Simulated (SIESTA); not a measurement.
A run of SIESTA 5.4.2:

File H.fdf:

```
SystemName                      H
SystemLabel                     H
NumberOfSpecies                 1
NumberOfAtoms                   1
%block ChemicalSpeciesLabel
  1   1 H
%endblock ChemicalSpeciesLabel

UseStructFile                   true

%block kgrid.MonkhorstPack
   10   0   0  0.0
    0  10   0  0.0
    0   0  26  0.0
%endblock kgrid.MonkhorstPack
XC.Functional                   GGA
XC.Authors                      PBE
PAO.BasisSize                   DZP
PAO.EnergyShift                 0.002 Ry
Mesh.Cutoff                     500 Ry
OccupationFunction              FD
ElectronicTemperature           0.05 eV
MaxSCFIterations                120
SCF.MustConverge                false
SCF.Mixer.Method                Pulay
SCF.Mixer.Weight                0.25
SCF.Mixer.History               8
SCF.DM.Tolerance                5.0e-05
SCF.H.Tolerance                 1.0e-03 eV
WriteForces                     true
Charge.Mulliken                 end
```

H.STRUCT_IN

```
   2.6463900000     0.0164100000     0.0086270000
   0.0164100000     2.6746990000     0.0221490000
   0.0031920000     0.0081960000     0.9726140000
1
1   1    0.0059360000     0.0088690000     0.4771150000
```

Potentials or basis: PseudoDojo 0.4 standard (PBE files), DZP (energy shift 0.002 Ry).

The run is started by

```bash
$ siesta H.fdf > H.out 2>&1
```

Hardware: 1 thread of Arm Neoverse V1, on a shared host.

**Question.** Estimate the wall time of this run.

**Answer.** Wall time 5.5 s on 1 thread of Arm Neoverse V1, on a shared host, peak memory 0.14 GiB. Counts: scf iterations 6, k points 1360, bands 5.
